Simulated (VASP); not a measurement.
# Ga2O3 (C2/m) in VASP: a series of runs, part 3 of 3

VASP 6.6.1. The steps go on from the part before.

## Step 5: Dielectric tensor, PBE

INCAR

```
SYSTEM = Ga2O3
PREC     = Accurate       ! precision mode
ENCUT    = 250            ! plane-wave cutoff, eV
EDIFF    = 1E-8           ! SCF threshold, eV
ISMEAR   = 0              ! smearing method
SIGMA    = 0.01           ! smearing width, eV
LREAL    = .FALSE.        ! projectors in reciprocal space
LASPH    = .TRUE.         ! aspherical terms in the spheres
NELM     = 100            ! most SCF steps
ALGO     = Normal         ! electronic algorithm
ISIF     = 2              ! what is computed and relaxed
LWAVE    = .FALSE.        ! write WAVECAR
LCHARG   = .FALSE.        ! write CHGCAR
GGA      = PE             ! functional
LEPSILON = .TRUE.         ! dielectric tensor by DFPT
```

KPOINTS

```
Automatic mesh
0
G
  5 5 3
  0 0 0
```

POSCAR

```
Ga2O3
1.0
    6.1070000000     -1.5185500000      0.0000000000
    6.1070000000      1.5185500000      0.0000000000
   -1.3859888959      0.0000000000      5.6300087380
Ga O
4 6
Direct
    0.3413400000      0.3413400000      0.6859800000
    0.6586600000      0.6586600000      0.3140200000
    0.9095000000      0.9095000000      0.2054000000
    0.0905000000      0.0905000000      0.7946000000
    0.5041000000      0.5041000000      0.7434000000
    0.4959000000      0.4959000000      0.2566000000
    0.8267000000      0.8267000000      0.4368000000
    0.1733000000      0.1733000000      0.5632000000
    0.8355000000      0.8355000000      0.8902000000
    0.1645000000      0.1645000000      0.1098000000
```

Potentials or basis: VASP PAW PBE potentials, release 64 (Ga_d, O).

Launch:

```bash
> cat potpaw_PBE.64/Ga_d/POTCAR potpaw_PBE.64/O/POTCAR > POTCAR
> mpirun -np 1 vasp_std > vasp.out
```

OUTCAR:

```text
SYSTEM = Ga2O3
   PREC = Accurate
   ENCUT = 250
   EDIFF = 1E-8
   ISMEAR = 0
   LREAL = .FALSE.
   LASPH = .TRUE.
   NELM = 100
   ISIF = 2
   GGA = PE
   LEPSILON = .TRUE.

 Found     24 irreducible k-points:

 Following reciprocal coordinates:
            Coordinates               Weight
  0.000000  0.000000  0.000000      1.000000
  0.200000 -0.000000 -0.000000      4.000000
  0.400000 -0.000000 -0.000000      4.000000
  0.200000  0.200000 -0.000000      2.000000
  0.400000  0.200000 -0.000000      4.000000
 -0.400000  0.200000  0.000000      4.000000
   k-points           NKPTS =     24   k-points in BZ     NKDIM =     24   number of bands    NBANDS=     52
   number of dos      NEDOS =    301   number of ions     NIONS =     10
   total plane-waves  NPLWV =  30720
   dimension x,y,z NGX =    32 NGY =   32 NGZ =   30
   dimension x,y,z NGXF=    64 NGYF=   64 NGZF=   60
   ions per type =               4   6
   NGX,Y,Z   is equivalent  to a cutoff of   8.45,  8.45,  8.60 a.u.
   NGXF,Y,Z  is equivalent  to a cutoff of  16.91, 16.91, 17.20 a.u.
 SYSTEM =  Ga2O3
   PREC   = accura    normal or accurate (medium, high low for compatibility)
   ISTART =      0    job   : 0-new  1-cont  2-samecut
   ICHARG =      2    charge: 1-file 2-atom 10-const
   ISPIN  =      1    spin polarized calculation?
   LNONCOLLINEAR =      F non collinear calculations
   LSORBIT =      F    spin-orbit coupling
   LASPH  =      T    aspherical Exc in radial PAW
   ENCUT  =  250.0 eV  18.37 Ry    4.29 a.u.   8.11  8.11  7.48*2*pi/ulx,y,z
   NELM   =    100;   NELMIN=  2; NELMDL= -5     # of ELM steps
   EDIFF  = 0.1E-07   stopping-criterion for ELM
[... 462 lines left out ...]

 MACROSCOPIC STATIC DIELECTRIC TENSOR (including local field effects in DFT)
 ------------------------------------------------------
           3.950816     0.000000    -0.029426
           0.000000     4.100522     0.000000
          -0.029426     0.000000     4.107390
 ------------------------------------------------------

 PIEZOELECTRIC TENSOR (including local field effects)  for field in x, y, z        (e  Angst)
          XX          YY          ZZ          XY          YZ          ZX
  --------------------------------------------------------------------------------
  x     0.00000     0.00000     0.00000     0.00000     0.00000     0.00000
  y     0.00000     0.00000     0.00000     0.00000     0.00000     0.00000
  z     0.00000     0.00000     0.00000     0.00000     0.00000     0.00000

 PIEZOELECTRIC TENSOR (including local field effects)  for field in x, y, z        (C/m^2)
          XX          YY          ZZ          XY          YZ          ZX
  --------------------------------------------------------------------------------
  x     0.00000     0.00000     0.00000     0.00000     0.00000     0.00000
  y     0.00000     0.00000     0.00000     0.00000     0.00000     0.00000
  z     0.00000     0.00000     0.00000     0.00000     0.00000     0.00000

 BORN EFFECTIVE CHARGES (including local field effects) (in |e|, cummulative output)
 ---------------------------------------------------------------------------------
 ion    1
    1     3.15935     0.00000     0.32686
    2     0.00000     3.38164     0.00000
    3     0.17948     0.00000     3.05380
 ion    2
    1     3.15935     0.00000     0.32686
    2     0.00000     3.38164     0.00000
    3     0.17948     0.00000     3.05380
 ion    3
    1     2.68565     0.00000    -0.27837
    2     0.00000     2.84761     0.00000
    3    -0.16480     0.00000     3.00975
 ion    4
    1     2.68565     0.00000    -0.27837
    2     0.00000     2.84761     0.00000
    3    -0.16480     0.00000     3.00975
 ion    5
[... 8 lines left out ...]
    1    -2.18445     0.00000     0.21992
    2     0.00000    -1.90691     0.00000
    3     0.24859     0.00000    -2.24913
 ion    8
    1    -2.18445     0.00000     0.21992
    2     0.00000    -1.90691     0.00000
    3     0.24859     0.00000    -2.24913
 ion    9
    1    -1.39874     0.00000    -0.05462
    2     0.00000    -2.07485     0.00000
    3    -0.03386     0.00000    -2.47416
 ion   10
    1    -1.39874     0.00000    -0.05462
    2     0.00000    -2.07485     0.00000
    3    -0.03386     0.00000    -2.47416
```

stdout:

```text
POSCAR found type information on POSCAR GaO
 POSCAR found :  2 types and      10 ions
 scaLAPACK will be used
 LDA part: xc-table for (Slater+PW92), standard interpolation
 POSCAR, INCAR and KPOINTS ok, starting setup
 FFT: planning ... GRIDC
 FFT: planning ... GRID_SOFT
 FFT: planning ... GRID
 WAVECAR not read
 entering main loop
 Linear response reoptimize wavefunctions to high precision
 Linear response G [H, r] |phi>, progress :
  Direction:   1
 Linear response G [H, r] |phi>, progress :
  Direction:   2
 Linear response G [H, r] |phi>, progress :
  Direction:   3
 Linear response to external field (no local field effect), progress :
  Direction:   1
 dielectric tensor                  component  1 :     4.048     0.052    -0.027
 Linear response to external field (no local field effect), progress :
  Direction:   2
 dielectric tensor                  component  2 :     0.052     4.171     0.004
 Linear response to external field (no local field effect), progress :
  Direction:   3
 dielectric tensor                  component  3 :    -0.027     0.004     4.171
 Linear response to external field, progress :
  Direction:   1
 dielectric tensor                  component  1 :     3.951     0.053    -0.029
 Linear response to external field, progress :
  Direction:   2
 dielectric tensor                  component  2 :     0.053     4.101     0.004
 Linear response to external field, progress :
  Direction:   3
 dielectric tensor                  component  3 :    -0.029     0.004     4.107
 Born effective charges drift removed
```

Run time: 5.7 min. Hardware: 1 thread of Intel Xeon Platinum 8559C (Emerald Rapids), shared host; peak memory 0.25 GiB.

The run converged, but a check on its numbers failed (symmetry, net force, bounds or a known fault of this set-up), so they aren't taken as properties of the crystal.

Caveat: the k mesh is coarse (spacing up to 0.43 Å⁻¹), so the values aren't converged; the cutoff lies under the usual one of these potentials, so the numbers hold a large basis-set error; an odd mesh through Γ misses points on the zone boundary, where band edges often lie.

## Step 6: Dielectric tensor, PBE

INCAR

```
SYSTEM = Ga2O3
  PREC = Accurate
  ENCUT = 520
  EDIFF = 1E-8
  ISMEAR = 0
  SIGMA = 0.02
  LREAL = .False.
  LASPH = .True.
  NELM = 60
  ALGO = Normal
  ISIF = 2
  LWAVE = .False.
  LCHARG = .False.
  GGA = PE
  LEPSILON = .True.
```

KPOINTS

```
Automatic mesh
0
Gamma
  5 5 3
  0 0 0
```

POSCAR is that of step 5.

Potentials or basis: VASP PAW PBE potentials, release 64 (Ga_d, O).

Launch:

```bash
> cat potpaw_PBE.64/Ga_d/POTCAR potpaw_PBE.64/O/POTCAR > POTCAR
> mpirun -np 1 vasp_std > vasp.out
```

OUTCAR:

```text
SYSTEM = Ga2O3
   PREC = Accurate
   ENCUT = 520
   EDIFF = 1E-8
   ISMEAR = 0
   LREAL = .False.
   LASPH = .True.
   NELM = 60
   ISIF = 2
   GGA = PE
   LEPSILON = .True.

 ion  position               nearest neighbor table
   1  0.341  0.341  0.686-   5 1.94   9 1.94   9 1.94   8 2.01   7 2.07   7 2.07
   2  0.659  0.659  0.314-   6 1.94  10 1.94  10 1.94   7 2.01   8 2.07   8 2.07
   3  0.910  0.910  0.205-   6 1.83   6 1.83   9 1.83   7 1.86
   4  0.090  0.090  0.795-   5 1.83   5 1.83  10 1.83   8 1.86
   5  0.504  0.504  0.743-   4 1.83   4 1.83   1 1.94
   6  0.496  0.496  0.257-   3 1.83   3 1.83   2 1.94
   7  0.827  0.827  0.437-   3 1.86   2 2.01   1 2.07   1 2.07
   8  0.173  0.173  0.563-   4 1.86   1 2.01   2 2.07   2 2.07
   9  0.836  0.836  0.890-   3 1.83   1 1.94   1 1.94
  10  0.164  0.164  0.110-   4 1.83   2 1.94   2 1.94

  LATTYP: Found a base centered monoclinic cell.
 ALAT       =    12.2140000000
 B/A-ratio  =     0.2486572785
 C/A-ratio  =     0.4747093499
 COS(beta)  =    -0.2390419096

  Lattice vectors:

 A1 = (   6.1070000000,  -1.5185500000,   0.0000000000)
 A2 = (   6.1070000000,   1.5185500000,   0.0000000000)
 A3 = (  -1.3859888959,   0.0000000000,   5.6300087380)

Analysis of symmetry for initial positions (statically):
=====================================================================
 Subroutine PRICEL returns:
 Original cell was already a primitive cell.

 Routine SETGRP: Setting up the symmetry group for a
 base centered monoclinic supercell.

 Subroutine GETGRP returns: Found  4 space group operations
 (whereof  4 operations were pure point group operations)
 out of a pool of  4 trial point group operations.

The static configuration has the point symmetry C_2h.

Analysis of symmetry for dynamics (positions and initial velocities):
=====================================================================
 Subroutine PRICEL returns:
 Original cell was already a primitive cell.

 Routine SETGRP: Setting up the symmetry group for a
 base centered monoclinic supercell.
[... 1545 lines left out ...]

------------------------ aborting loop because EDIFF is reached ----------------------------------------

--------------------------------------- Ionic step        3  -------------------------------------------

 Free energy of the ion-electron system (eV)
  ---------------------------------------------------
  ---------------------------------------------------
  free energy    TOTEN  =        -0.97861468 eV

  energy without entropy =       -0.97861468

------------------------ aborting loop because EDIFF is reached ----------------------------------------

 PIEZOELECTRIC TENSOR FIELD DIRECTION 3  (e Angst)
 -----------------------------------------------------------------------------
     0.00432  0.00000 -0.00053           ( -0.00001  0.00000  0.00001)
     0.00000 -0.00096  0.00000           (  0.00000 -0.00002  0.00000)
    -0.00052  0.00000 -0.00349           (  0.00001  0.00000 -0.00009)

 PIEZOELECTRIC TENSOR FIELD DIRECTION 3  (C/m^2)
 -----------------------------------------------------------------------------
     0.00066  0.00000 -0.00008
     0.00000 -0.00015  0.00000
    -0.00008  0.00000 -0.00054

 MACROSCOPIC STATIC DIELECTRIC TENSOR (including local field effects in DFT)
 ------------------------------------------------------
           3.968353     0.000000    -0.029296
           0.000000     4.126123     0.000000
          -0.029295     0.000000     4.161861
 ------------------------------------------------------

 PIEZOELECTRIC TENSOR (including local field effects)  for field in x, y, z        (e  Angst)
          XX          YY          ZZ          XY          YZ          ZX
  --------------------------------------------------------------------------------
  x     0.00000     0.00000     0.00000     0.00000     0.00000     0.00000
  y     0.00000     0.00000     0.00000     0.00000     0.00000     0.00000
  z     0.00000     0.00000     0.00000     0.00000     0.00000     0.00000

 PIEZOELECTRIC TENSOR (including local field effects)  for field in x, y, z        (C/m^2)
          XX          YY          ZZ          XY          YZ          ZX
  --------------------------------------------------------------------------------
  x     0.00000     0.00000     0.00000     0.00000     0.00000     0.00000
  y     0.00000     0.00000     0.00000     0.00000     0.00000     0.00000
  z     0.00000     0.00000     0.00000     0.00000     0.00000     0.00000

 BORN EFFECTIVE CHARGES (including local field effects) (in |e|, cummulative output)
 ---------------------------------------------------------------------------------
 ion    1
    1     3.22373     0.00000     0.32322
    2     0.00000     3.43600     0.00000
    3     0.17682     0.00000     3.12526
 ion    2
    1     3.22373     0.00000     0.32322
    2     0.00000     3.43600     0.00000
    3     0.17682     0.00000     3.12526
 ion    3
    1     2.73588     0.00000    -0.27650
    2     0.00000     2.89073     0.00000
    3    -0.16475     0.00000     3.05819
 ion    4
    1     2.73588     0.00000    -0.27650
    2     0.00000     2.89073     0.00000
    3    -0.16475     0.00000     3.05819
 ion    5
[... 8 lines left out ...]
    1    -2.23101     0.00000     0.20905
    2     0.00000    -1.96131     0.00000
    3     0.23642     0.00000    -2.29685
 ion    8
    1    -2.23101     0.00000     0.20905
    2     0.00000    -1.96131     0.00000
    3     0.23642     0.00000    -2.29685
 ion    9
    1    -1.46038     0.00000    -0.05210
    2     0.00000    -2.10393     0.00000
    3    -0.02658     0.00000    -2.49331
 ion   10
    1    -1.46038     0.00000    -0.05210
    2     0.00000    -2.10393     0.00000
    3    -0.02658     0.00000    -2.49331
```

Run time: 51 min. Hardware: 1 thread of Intel Xeon Platinum 8488C (Sapphire Rapids), shared host; peak memory 0.59 GiB.

Results:

| Quantity | Value |
| --- | --- |
| Band gap on the k mesh | 2.44 eV, direct |
| Electronic dielectric tensor (diagonal) | 3.97, 4.13, 4.16 |
| Born charges (mean of the diagonal) | Ga +3.26, +2.89; O -1.97, -2.16, -2.02 e |

Electronic dielectric tensor:
```
 3.97  0.00 -0.03
 0.00  4.13  0.00
-0.03  0.00  4.16
```

Born effective charge tensors (e):
atom 1, Ga
```
3.22 0.00 0.32
0.00 3.44 0.00
0.18 0.00 3.13
```
atom 2, Ga
```
3.22 0.00 0.32
0.00 3.44 0.00
0.18 0.00 3.13
```
atom 3, Ga
```
 2.74  0.00 -0.28
 0.00  2.89  0.00
-0.16  0.00  3.06
```
atom 4, Ga
```
 2.74  0.00 -0.28
 0.00  2.89  0.00
-0.16  0.00  3.06
```
atom 5, O
```
-2.27  0.00 -0.20
 0.00 -2.26  0.00
-0.22  0.00 -1.39
```
atom 6, O
```
-2.27  0.00 -0.20
 0.00 -2.26  0.00
-0.22  0.00 -1.39
```
atom 7, O
```
-2.23  0.00  0.21
 0.00 -1.96  0.00
 0.24  0.00 -2.30
```
atom 8, O
```
-2.23  0.00  0.21
 0.00 -1.96  0.00
 0.24  0.00 -2.30
```
atom 9, O
```
-1.46  0.00 -0.05
 0.00 -2.10  0.00
-0.03  0.00 -2.49
```
atom 10, O
```
-1.46  0.00 -0.05
 0.00 -2.10  0.00
-0.03  0.00 -2.49
```

Caveat: the k mesh is coarse (spacing up to 0.43 Å⁻¹), so the values aren't converged. As with any semilocal functional, this PBE gap is likely too small.

## Step 7: The reference run

An earlier run on the cell as given: functional PBE; potentials or basis VASP PAW PBE potentials, release 64 (Ga_d, O); cutoff 520 eV; k mesh 9 × 9 × 5; occupations fermi-dirac, width 0.05 eV; no spin polarisation.

- Pressure: 10.2 GPa
- Largest force: 0.245 eV/Å
- Band gap on the k mesh: 2.42 eV, indirect (least direct gap 2.44 eV)

## Step 8: Summary

| task | level | k mesh | smearing | mesh quality | gap on the mesh (eV) | pressure (GPa) | largest force (eV/Å) |
| --- | --- | --- | --- | --- | --- | --- | --- |
| band structure | BLYP | 9 × 9 × 5 | fermi-dirac 0.05 eV | not flagged | 2.52 | 16.9 | 0.32 |
| dielectric tensor | PBE | 5 × 5 × 3 | gaussian 0.02 eV | coarse | 2.44 | - | - |
| single point | PBE | 9 × 9 × 5 | fermi-dirac 0.05 eV | not flagged | 2.42 | 10.2 | 0.24 |

Alike in all rows: potentials or basis VASP PAW PBE potentials, release 64 (Ga_d, O); no spin polarisation; cell as given; cutoff (eV) 520.

Caveats: some runs use coarse meshes; so large a pressure means that the cell lies far from this level's equilibrium, or that cutoff or potentials fall short (some runs); the potentials were made for another functional, which shifts forces and pressure (some runs); an odd mesh through Γ misses points on the zone boundary, where band edges often lie (some runs).

Total energies depend on the potentials used, so only differences within one code and one set of settings carry meaning.
